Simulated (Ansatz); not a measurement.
# Sn (P-1) in Ansatz: notebook

One crystal, Sn, is run at these levels: PBEsol; tasks: single point, equation of state.

Program: Ansatz 0.2.0. These are calculated values, not measurements. Logs are shortened: lines on timing, memory, paths and dates and some standing lists are left out, and cuts for length are marked.

## (1) Starting point

The typed cell holds 1 atom: a = 3.288 Å, b = 3.301 Å, c = 3.297 Å, α = 110.49°, β = 109.06°, γ = 109.84°.

This isn't the form of Sn at room conditions, which is tetragonal (white tin).

## (2) Single point, PBEsol, spin-orbit coupling, no magnetisation, 25.57 Å³/atom (volume scaled by 0.94)

Input file input.yaml:

```yaml
crystal:
  lattice:
    - [-1.8617631544, 1.8676044263, 1.8491989829]
    - [1.8440052174, -1.896472829, 1.8603094486]
    - [1.8403415653, 1.8750512399, -1.8780673856]
  atoms:
    - { symbol: Sn, position: [0.04921, 0.060389, 0.031814] }
kpoints:
  mp_grid: { grid: [7, 7, 7] }
scf:
  occupations: { method: methfessel_paxton, width: 0.1 }
hamiltonian:
  xc: pbesol
  pseudopotentials: { kind: all_electron, lapw: { basis_error: 0.001 } }
magnetization:
  noncollinear: true
  spin_orbit: true
output:
  forces: true
  stress: true
  eigenvalues: true
```

Potentials or basis: all-electron LAPW, relativistic spinors.

On the command line:

```
> ansatz run input.yaml --threads 1 --pin off --max-ram 3072MiB --backend cpu --events-out ev --progress --plain --runs-dir out
```

Output:

```text
Warning: RAYON_NUM_THREADS=1 ignored (pool sized by the plan → 1); use --threads N
LAPW: plane waves up to 6.998 Å⁻¹, error target 1.0e-3 eV per atom; Dirac's equation on spinors; Sn in spheres of 1.588 Å, 22 of its electrons in bands (how accurate: hamiltonian.pseudopotentials.lapw.basis_error, Limitations)
Engine: ansatz 0.2.0, aarch64-unknown-linux-gnu
Pseudopotentials: kind: all_electron
Pseudopotential: Sn, LAPW, valence charge 22, lapw/all_electron/dirac/gaussian/Sn, Dirac's equation, gaussian nucleus
Functional definition: PBEsol
  exchange = pbesol_x
  correlation = pbesol_c
non-collinear run that drives no moment, with spin-orbit: no starting moment large enough to seed its density (crystal.atoms[].spin), no starting occupations that ask for one, no magnetisation constraint and no magnetic field, so the semilocal B_xc is pinned to zero
Crystal: 1 atoms, lattice volume = 25.573 Å³
Basis set: ecut = 186.59246137444154 eV, 141 PW (Γ), exchange–correlation at level 2
Bands: 30, of which v1, the nominal top of the filled ones, is band 22 counted from 1 (21 counted from 0)
Symmetry: 2 space group operations + 2 with time reversal
Magnetic group: BNS 2.5 (UNI 5), of the structure as read, at distance tolerance 2.9e-5 Å
k-points: 172 of 343
Non-local potential: Sn, projectors of the file, none
Initial density: superposition of atomic densities (chi_scale 0.1, normalization cell)
Initial wavefunctions: plane waves of lowest kinetic energy (no species holds an atomic orbital)
Functional: x = pbesol(κ = 0.804, μ = 0.12345679012345678), c = pbesol(β = 0.046)
iter 1 solved again at ethr=2.12e-5 eV; its pass at ethr=1.00e-1 eV (dr2=4.67e-3 eV) is discarded
SCF iter   1: F=—  HF=-168064.134588 eV  |F-HF|=—  |Δ(HF+E_count)|=         —  Δρ=5.52e-3  dr2=4.72e-3  dr2_m=0.00e0 (ungated)  ethr=2.12e-5  |M|=0.00e0 ∫|m|=0.00e0 μB  β_m=0.30  ⟨swp⟩=3.6  Hψ=36735  notcnv=0
preconditioner: auto → Kerker (q_TF=auto, 2.661 Å⁻¹)  [metal: Δε(μ)=0.024 eV  Ē_g=23.192 eV  σ=0.100 eV  W_gap=0.20  n_scr=12 (ndim 8)  ℏωp=27.5 eV  f_vac=0.000  D(μ)=1.03/eV (n_scr^D=12)]
spin=Noncollinear: Kerker preconditioning applied to the charge; magnetization (m_x, m_y, m_z) channels mix plain (no charge-response kernel on spin).
SCF iter   2: F=—  HF=-168064.122798 eV  |F-HF|=—  |Δ(HF+E_count)|=   1.18e-2  S|Δr|=    0.00e0  Δρ=4.12e-3  dr2=2.79e-3  dr2_m=0.00e0 (ungated)  ethr=2.12e-5  |M|=0.00e0 ∫|m|=0.00e0 μB  β_m=0.46  ⟨swp⟩=2.0  Hψ=14496  notcnv=0
SCF iter   3: F=—  HF=-168064.118592 eV  |F-HF|=—  |Δ(HF+E_count)|=   4.21e-3  S|Δr|=    0.00e0  Δρ=1.96e-3  dr2=7.56e-4  dr2_m=0.00e0 (ungated)  ethr=1.27e-5  |M|=0.00e0 ∫|m|=0.00e0 μB  β_m=0.58  ⟨swp⟩=2.0  Hψ=14498  notcnv=0
SCF iter   4: F=—  HF=-168064.118532 eV  |F-HF|=—  |Δ(HF+E_count)|=   6.01e-5  S|Δr|=    0.00e0  Δρ=7.89e-4  dr2=1.54e-4  dr2_m=0.00e0 (ungated)  ethr=3.44e-6  |M|=0.00e0 ∫|m|=0.00e0 μB  β_m=0.79  ⟨swp⟩=2.0  Hψ=14498  notcnv=0
iter 5 solved again at ethr=3.29e-8 eV; its pass at ethr=6.98e-7 eV (dr2=7.23e-6 eV) is discarded
SCF iter   5: F=—  HF=-168064.118585 eV  |F-HF|=—  |Δ(HF+E_count)|=   5.35e-5  S|Δr|=    0.00e0  Δρ=1.43e-4  dr2=7.20e-6  dr2_m=0.00e0 (ungated)  ethr=3.29e-8  |M|=0.00e0 ∫|m|=0.00e0 μB  β_m=0.89  ⟨swp⟩=2.0  Hψ=24524  notcnv=0
SCF iter   6: F=—  HF=-168064.118586 eV  |F-HF|=—  |Δ(HF+E_count)|=   5.54e-7  S|Δr|=    0.00e0  Δρ=5.31e-5  dr2=8.48e-7  dr2_m=0.00e0 (ungated)  ethr=3.27e-8  |M|=0.00e0 ∫|m|=0.00e0 μB  β_m=0.95  ⟨swp⟩=2.0  Hψ=14498  notcnv=0
SCF iter   7: F=-168064.118586 eV  HF=-168064.118586 eV  |F-HF|=2.10e-9  |Δ(HF+E_count)|=   2.50e-8  S|Δr|=    0.00e0  Δρ=1.05e-5  dr2=3.17e-8  dr2_m=0.00e0 (ungated)  ethr=3.86e-9  |M|=0.00e0 ∫|m|=0.00e0 μB  ⟨swp⟩=2.0  Hψ=14498  notcnv=0
SCF 1 converged in 7 iterations: F = -168064.118586 eV  dr2 = 3.17e-8
SCF converged after 7 iterations
Stability not checked: this state was not tested for a lower state beside it, because cold or Methfessel-Paxton smearing, or corrected tetrahedra, fill the levels in a way that the test cannot read (fill_not_monotonic; see scf.lower_state_search)
Magnetization: |M| = 0.0000 μB,  M = (+0.0000, +0.0000, +0.0000) μB
Absolute magnetization: 0.0000 μB (∫|m|)
  site 0: m = (+0.0000, +0.0000, +0.0000) μB, |m| = 0.0000 μB  (R = 1.59 Å)
Free energy (F): -168064.118586 eV
Harris-Foulkes:  -168064.118586 eV  (|F-HF|=2.10e-9)
Internal energy: -168064.118210 eV  (E = F + TS)
E sigma→0 (E₀):  -168064.118492 eV
Entropy (-TS):   -0.000376 eV (-0.376 meV/atom)
Fermi energy:    15.010437 eV
Step filling:    the computed levels leave a gap of 0.0000 eV = 0.0 smearing widths at the electron count; against every level under it full and every level over it empty, smearing changes F+E_penalty+E_count by -0.125 meV and its σ→0 estimate by -0.030 meV
--- Per-component energies (eV) ---
  E_band       = -677.931632
  E_kinetic    = 176942.648162
  E_xc         = -4424.845205
  E_electrostatic = -340581.921167  (all electrons and nuclei)
  E_smearing   = -0.000376  (= −TS)
  E_closure    = 0.000000  (closes the sum)
  E_atoms      = -168059.882561  (free atoms, spherical and without spin; not in F)
  Σ components = -168064.118586   (vs F -168064.118586, Δ=0.00e0)
  Basis errors (estimates in eV, not in F): energy 2.5e-4 per atom: plane waves 2.5e-4 (1.3e-4 summed), levels above the bands 0.0e0, relativity 7.2e-8, radial functions 3.1e-6, core shells 6.9e-10; eigenvalues (radial functions only) 1.5e-5; not estimated: angular momenta, meshes, grids; target (lapw.basis_error) 1.0e-3; muffin-tin radii Sn 1.588 Å
--- Forces (eV/Å), atoms counted from 1 ---
  atom   1  Sn     0.00000000     0.00000000     0.00000000
  max |Σ_I F_I| component: 0.00e0 eV/Å
--- Stress (GPa, compression-positive) ---
        2.146295       0.158226       0.107475
        0.158226       1.365396      -0.242779
        0.107475      -0.242779       2.099450
  P = ⅓ Tr σ = 1.8704 GPa (18.704 kbar)
--- Band table (eV; the first three rows and the last of 172) ---
  k-point 0: bands = ["-114.4304", "-114.4304", "-75.5599", "-75.5599", "-67.9663", "-67.9663", "-67.9630", "-67.9630", "-7.2879", "-7.2879", "-7.2851", "-7.2851", "-6.3147", "-6.3147", "-6.2095", "-6.2095", "-6.1969", "-6.1969", "3.2028", "3.2028", "22.4138", "22.4138", "23.5276", "23.5276", "23.8252", "23.8252", "26.7878", "26.7878", "27.0436", "27.0436"]
  k-point 1: bands = ["-114.4303", "-114.4303", "-75.5602", "-75.5602", "-67.9666", "-67.9666", "-67.9637", "-67.9637", "-7.2832", "-7.2832", "-7.2710", "-7.2710", "-6.2957", "-6.2957", "-6.2114", "-6.2114", "-6.1916", "-6.1916", "3.6774", "3.6774", "20.0539", "20.0539", "21.6697", "21.6697", "22.6492", "22.6492", "24.9632", "24.9632", "25.3234", "25.3234"]
  k-point 2: bands = ["-114.4302", "-114.4302", "-75.5609", "-75.5609", "-67.9674", "-67.9674", "-67.9651", "-67.9651", "-7.2794", "-7.2794", "-7.2415", "-7.2415", "-6.2659", "-6.2659", "-6.2223", "-6.2223", "-6.1514", "-6.1514", "5.1068", "5.1068", "15.3195", "15.3195", "19.6966", "19.6966", "21.3180", "21.3180", "23.6672", "23.6672", "23.9670", "23.9670"]
  k-point 171: bands = ["-114.4302", "-114.4302", "-75.5611", "-75.5611", "-67.9687", "-67.9687", "-67.9644", "-67.9644", "-7.2723", "-7.2723", "-7.2379", "-7.2379", "-6.2515", "-6.2515", "-6.2307", "-6.2307", "-6.1361", "-6.1361", "6.0030", "6.0030", "14.8185", "14.8185", "16.9886", "16.9886", "17.3132", "17.3132", "27.9090", "27.9090", "28.6478", "28.6478"]
```

Run time: 94 s. Hardware: 1 thread of Arm Neoverse V1, shared host; peak memory 0.52 GiB.

Results:

* Free energy: -168064.1186 eV
* Pressure: 1.9 GPa
* Band gap on the k mesh: none (metal or under the smearing width)

Caveat: the k mesh is thin for a metal, which can move the energy by tens of meV per atom.

## (3) Single point, PBEsol, spin-orbit coupling, no magnetisation, 26.12 Å³/atom (volume scaled by 0.96)

Changes to input.yaml since step 2:

```diff
@@ -2,5 +2,5 @@
   lattice:
-    - [-1.8617631544, 1.8676044263, 1.8491989829]
-    - [1.8440052174, -1.896472829, 1.8603094486]
-    - [1.8403415653, 1.8750512399, -1.8780673856]
+    - [-1.8748745945, 1.8807570035, 1.8622219401]
+    - [1.8569915975, -1.9098287115, 1.873410651]
+    - [1.8533021442, 1.8882562612, -1.891293648]
   atoms:
```

Potentials or basis: all-electron LAPW, relativistic spinors.

On the command line:

```
> ansatz run input.yaml --threads 1 --pin off --max-ram 3072MiB --backend cpu --events-out ev --progress --plain --runs-dir out
```

Wall time 99 s (1 thread of Arm Neoverse V1, shared host); peak memory 0.49 GiB.

It converged, with:

- Free energy: -168064.1226 eV
- Pressure: 0.5 GPa
- Band gap on the k mesh: none (metal or under the smearing width)

Caveat: the k mesh is thin for a metal, which can move the energy by tens of meV per atom.

## (4) Single point, PBEsol, spin-orbit coupling, no magnetisation, 26.66 Å³/atom (volume scaled by 0.98)

Changes to input.yaml since step 3:

```diff
@@ -2,5 +2,5 @@
   lattice:
-    - [-1.8748745945, 1.8807570035, 1.8622219401]
-    - [1.8569915975, -1.9098287115, 1.873410651]
-    - [1.8533021442, 1.8882562612, -1.891293648]
+    - [-1.8878051727, 1.8937281514, 1.8750652558]
+    - [1.8697988408, -1.9230003602, 1.8863311327]
+    - [1.8660839422, 1.9012791297, -1.9043374646]
   atoms:
```

On the command line:

```
> ansatz run input.yaml --threads 1 --pin off --max-ram 3072MiB --backend cpu --events-out ev --progress --plain --runs-dir out
```

Run time: 96 s. Hardware: 1 thread of Arm Neoverse V1, shared host; peak memory 0.49 GiB.

It converged, with:

```yaml
Free_energy: -168064.1224 eV
Pressure: -0.7 GPa
Band_gap_on_the_k_mesh: none (metal or under the smearing width)
```

Caveat: the k mesh is thin for a metal, which can move the energy by tens of meV per atom.

## (5) Single point, PBEsol, spin-orbit coupling, no magnetisation, 27.20 Å³/atom

Changes to input.yaml since step 4:

```diff
@@ -2,5 +2,5 @@
   lattice:
-    - [-1.8878051727, 1.8937281514, 1.8750652558]
-    - [1.8697988408, -1.9230003602, 1.8863311327]
-    - [1.8660839422, 1.9012791297, -1.9043374646]
+    - [-1.900561, 1.906524, 1.887735]
+    - [1.882433, -1.935994, 1.899077]
+    - [1.878693, 1.914126, -1.917205]
   atoms:
```

On the command line:

```
> ansatz run input.yaml --threads 1 --pin off --max-ram 3072MiB --backend cpu --events-out ev --progress --plain --runs-dir out
```

It took 94 s on 1 thread of Arm Neoverse V1, shared host; peak memory 0.5 GiB.

Results (log left out):

```
Free energy            : -168064.1183 eV
Pressure               : -1.7 GPa
Band gap on the k mesh : none (metal or under the smearing width)
```

Caveat: the k mesh is thin for a metal, which can move the energy by tens of meV per atom.

## (6) Single point, PBEsol, spin-orbit coupling, no magnetisation, 27.75 Å³/atom (volume scaled by 1.02)

Changes to input.yaml since step 5:

```diff
@@ -2,5 +2,5 @@
   lattice:
-    - [-1.900561, 1.906524, 1.887735]
-    - [1.882433, -1.935994, 1.899077]
-    - [1.878693, 1.914126, -1.917205]
+    - [-1.9131478635, 1.9191503547, 1.9002369206]
+    - [1.894899807, -1.948815526, 1.9116540354]
+    - [1.8911350381, 1.9268027006, -1.9299020919]
   atoms:
```

Potentials or basis: all-electron LAPW, relativistic spinors.

On the command line:

```
> ansatz run input.yaml --threads 1 --pin off --max-ram 3072MiB --backend cpu --events-out ev --progress --plain --runs-dir out
```

It took 94 s on 1 thread of Arm Neoverse V1, shared host; peak memory 0.49 GiB.

The run converged. Its results:

```
Free energy            : -168064.1109 eV
Pressure               : -2.6 GPa
Band gap on the k mesh : none (metal or under the smearing width)
```

Caveat: the k mesh is thin for a metal, which can move the energy by tens of meV per atom.

## (7) Single point, PBEsol, spin-orbit coupling, no magnetisation, 28.29 Å³/atom (volume scaled by 1.04)

Changes to input.yaml since step 6:

```diff
@@ -2,5 +2,5 @@
   lattice:
-    - [-1.9131478635, 1.9191503547, 1.9002369206]
-    - [1.894899807, -1.948815526, 1.9116540354]
-    - [1.8911350381, 1.9268027006, -1.9299020919]
+    - [-1.9255712497, 1.9316127192, 1.9125764672]
+    - [1.907204696, -1.9614705268, 1.9240677211]
+    - [1.9034154798, 1.939314757, -1.9424342748]
   atoms:
```

On the command line:

```
> ansatz run input.yaml --threads 1 --pin off --max-ram 3072MiB --backend cpu --events-out ev --progress --plain --runs-dir out
```

Run time: 95 s. Hardware: 1 thread of Arm Neoverse V1, shared host; peak memory 0.5 GiB.

It converged, with:

```
Free energy            : -168064.1004 eV
Pressure               : -3.5 GPa
Band gap on the k mesh : none (metal or under the smearing width)
```

Caveat: the k mesh is thin for a metal, which can move the energy by tens of meV per atom.

## (8) Single point, PBEsol, spin-orbit coupling, no magnetisation, 28.84 Å³/atom (volume scaled by 1.06)

Changes to input.yaml since step 7:

```diff
@@ -2,5 +2,5 @@
   lattice:
-    - [-1.9255712497, 1.9316127192, 1.9125764672]
-    - [1.907204696, -1.9614705268, 1.9240677211]
-    - [1.9034154798, 1.939314757, -1.9424342748]
+    - [-1.9378363654, 1.9439163167, 1.9247588113]
+    - [1.9193528242, -1.9739643065, 1.93632326]
+    - [1.9155394722, 1.9516674133, -1.9548068012]
   atoms:
```

On the command line:

```
> ansatz run input.yaml --threads 1 --pin off --max-ram 3072MiB --backend cpu --events-out ev --progress --plain --runs-dir out
```

Run time: 93 s. Hardware: 1 thread of Arm Neoverse V1, shared host; peak memory 0.48 GiB.

It converged, with:

* Free energy: -168064.0873 eV
* Pressure: -4.2 GPa
* Band gap on the k mesh: none (metal or under the smearing width)

Caveat: the k mesh is thin for a metal, which can move the energy by tens of meV per atom.

## (9) Equation of state, PBEsol, spin-orbit coupling, no magnetisation

Potentials or basis: all-electron LAPW, relativistic spinors.

This step only gathers the single runs of the series.

What came out:

```
Equilibrium volume                        : 26.35 Å³/atom
Bulk modulus at fixed shape and positions : 58 GPa
Pressure derivative of the bulk modulus   : 4.7
```

Energy against volume, from the lowest point:
| volume (Å³/atom) | energy (meV/atom) |
| --- | --- |
| 25.573 | 4.02 |
| 26.117 | 0.00 |
| 26.661 | 0.26 |
| 27.205 | 4.31 |
| 27.749 | 11.73 |
| 28.293 | 22.16 |
| 28.837 | 35.26 |

Caveat: the cell was scaled at fixed shape and fractional positions, which overstates the stiffness of a crystal with free parameters, most of all of layers and chains.
